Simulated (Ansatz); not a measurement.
## Sb under changes of volume

One of the cells (26.962 Å³/atom); the others are scaled copies at fixed shape and fractional positions:

```
Sb
1.0
    -1.57654    1.57654    2.71194
     1.57654   -1.57654    2.71194
     1.57654    1.57654   -2.71194
Sb
1
Direct
  0.00000 0.00000 0.00000
```

This isn't the form of Sb at room conditions, which is rhombohedral.

- Program: Ansatz 0.2.0
- Functional: r2SCAN
- Potentials or basis: Ansatz PAW
- Cutoff: 500 eV (not typed: the program's choice for these potentials)
- k mesh: 12 × 12 × 12
- Occupations: fermi-dirac, width 0.05 eV
- Spin: no spin polarisation

```csv
volume (Å³/atom),energy over the lowest point (meV/atom),pressure (GPa)
25.344,36.60,6.0
25.883,?,?
26.423,8.20,2.6
26.962,1.85,1.2
27.501,0.00,-0.1
28.040,2.17,-1.2
28.580,7.96,-2.2
```

Question: What does the run at 25.883 Å³/atom give?

Answer: Energy over the lowest point 19.59 meV/atom; pressure 4.2 GPa.

Worked out: A Birch-Murnaghan fit of order 3 (a polynomial in V^(-2/3)) to the other rows has its minimum at 27.47 Å³/atom with B0 = V·E''(V) = 61 GPa and B' = 4.6 at fixed shape and positions, which overstates the stiffness. It gives 19.60 meV/atom at 25.883 Å³/atom, against the run's 19.59, and -dE/dV = 4.2 GPa, against 4.2.

Energies are extrapolated to zero smearing.

Caveats: the PAW data sets come from PBE, with cores solved anew for the run's functional, which leaves a small shift of forces and pressure.
